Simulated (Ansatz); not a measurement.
**Ni3Ge: course of a relaxation**

Level of theory: Ansatz 0.2.0, DFT PBEsol, scalar-relativistic, plane waves, PAW. Settings: 420 eV cutoff, 14×14×14 k-mesh, Gaussian smearing of 0.10 eV, no spin polarisation.

What was changed: biaxial strain in the a-b plane, c and atoms relaxed: +4.5 %.

Command:

```bash
ansatz run input.yaml --threads 1 --pin off --max-ram 2560MiB --backend cpu --events-out ev --progress --plain --runs-dir out
```

Input:

```yaml
crystal:
  lattice:
    - [3.6835354398, 0.0, 0.0]
    - [0.0, 3.6835354398, 0.0]
    - [0.0, 0.0, 3.4297416104]
  atoms:
    - { symbol: Ni, position: [0.5, 0.0, 0.5] }
    - { symbol: Ni, position: [0.0, 0.5, 0.5] }
    - { symbol: Ni, position: [0.5, 0.5, 0.0] }
    - { symbol: Ge, position: [0.0, 0.0, 0.0] }
basis:
  ecutwfc: 420
kpoints:
  mp_grid: { grid: [14, 14, 14] }
hamiltonian:
  xc: pbesol
scf:
  occupations: { method: gaussian, width: 0.1 }
output:
  forces: true
  stress: true
  eigenvalues: true
relax:
  adjacent_minimum: "off"
  f_tol: 0.008
  max_steps: 40
  cell: { stress_tol: 0.015, fix: [a, b, gamma] }
```

F is the free energy. Steps run on the plane waves of an earlier cell, but the last one, and at times one on the way, on a freshly chosen basis, so a repeated geometry can differ a little in energy. The held parts of the cell keep their stress, so P needn't end at zero.

Steps:

```tsv
step	F − F(1) (eV)	largest force component (eV/Å)	V (Å³/atom)	P (GPa)
1	0.0000	0.000	11.634	-11.10
2	-0.0165	0.000	11.493	-8.95
3	-0.0222	0.000	11.345	-6.50
4	-0.0222	0.000	11.352	-6.62
5	-0.0217	0.000	11.352	-6.61
```

Relaxed structure:

```
CELL_PARAMETERS angstrom
3.68354 0.00000 0.00000
0.00000 3.68354 0.00000
0.00000 0.00000 3.34669
ATOMIC_POSITIONS crystal
Ni 0.50000 0.00000 0.50000
Ni 0.00000 0.50000 0.50000
Ni 0.50000 0.50000 0.00000
Ge 0.00000 0.00000 0.00000
```

The structure is tetragonal, space group P4/mmm (No. 123). The conventional cell has a = 3.684 Å, b = 3.684 Å, c = 3.347 Å, α = 90.00°, β = 90.00°, γ = 90.00°. Ni (site symmetry mmm) has 8 Ni at 2.49 to 2.60 Å and 4 Ge at 2.49 Å as nearest neighbours. Ni (site symmetry 4/mmm) has 8 Ni at 2.49 Å and 4 Ge at 2.60 Å as nearest neighbours. Ge (site symmetry 4/mmm) is surrounded by 12 Ni at 2.49 to 2.60 Å.

The run converged. It took 2.1 min on 1 thread of AMD EPYC 7R43 64-Core Processor (Zen 3), on a shared host, peak memory 0.73 GiB.